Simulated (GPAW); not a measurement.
Wanted: an ASE script for a GPAW 26.7.0 run.

* Task: single point
* Functional: PBE
* Potentials or basis: GPAW PAW data sets (gpaw-data 1.2.1)
* Cutoff: 600 eV
* Basis: pw
* k mesh: 10 × 10 × 7
* Occupations: fermi-dirac, width 0.05 eV
* Spin: collinear spin, ferromagnetic start
* Starting moments: [0.0, 3.0] μB
* Maxiter: 150

Crystal: FePt (Tetraferroplatinum).

```
Pt Fe
1.0
     2.72350    0.00000    0.00000
     0.00000    2.72350    0.00000
     0.00000    0.00000    3.72000
Pt Fe
1 1
Cartesian
  1.3618 1.3618 1.8600
  0.0000 0.0000 0.0000
```

These files were run (other wordings do the same):

run.py

```python
from ase import Atoms
from ase.dft.bandgap import bandgap
from ase.io import write
from ase.units import Bohr, GPa
from gpaw import GPAW, PW
from gpaw.elf import elf_from_dft_calculation

atoms = Atoms(['Pt', 'Fe'],
              cell=[[2.7235, 0.0, 0.0],
                    [0.0, 2.7235, 0.0],
                    [0.0, 0.0, 3.72]],
              scaled_positions=[[0.5, 0.5, 0.5],
                                [0.0, 0.0, 0.0]],
              pbc=True)
atoms.set_initial_magnetic_moments([0.0, 3.0])

calc = GPAW(mode=PW(600),
            xc='PBE',
            kpts={'size': (10, 10, 7), 'gamma': True},
            occupations={'name': 'fermi-dirac', 'width': 0.05},
            nbands=24,
            convergence={'density': 1e-05, 'energy': 1e-05},
            maxiter=150,
            txt='gpaw.txt')
atoms.calc = calc
energy = atoms.get_potential_energy()
forces = atoms.get_forces()
stress = atoms.get_stress()
calc.write('gs.gpw')
write('result.traj', atoms)
print(f'Energy: {energy:.6f} eV')
print('Forces (eV/A):')
print(forces.round(4))
print('Stress (GPa):', (stress / GPa).round(3))
print('Moments:', calc.get_magnetic_moments().round(3))
print('Fermi level:', round(calc.get_fermi_level(), 4), 'eV')
print(f'Gap: {bandgap(calc)[0]:.4f} eV, direct: {bandgap(calc, direct=True)[0]:.4f} eV')

# fields on the real-space grid
write('density.cube', atoms, data=calc.get_pseudo_density() * Bohr**3)
write('potential.cube', atoms, data=calc.get_electrostatic_potential())
write('spin.cube', atoms, data=(calc.get_pseudo_density(spin=0) - calc.get_pseudo_density(spin=1)) * Bohr**3)
write('elf.cube', atoms, data=elf_from_dft_calculation(calc).data)
```

Potentials or basis: GPAW PAW data sets (gpaw-data 1.2.1), pw.

Launch:

```sh
$ OMP_NUM_THREADS=1 python run.py
```

Results of the run:

```
Pressure               : 4.0 GPa
Band gap on the k mesh : none (metal or under the smearing width)
Net moment             : 3.28 μB per cell
Site moments           : Pt +0.38; Fe +2.89 μB
```

Run time: 87 s on 1 thread of Arm Neoverse V1, on a shared host, peak memory 0.21 GiB.
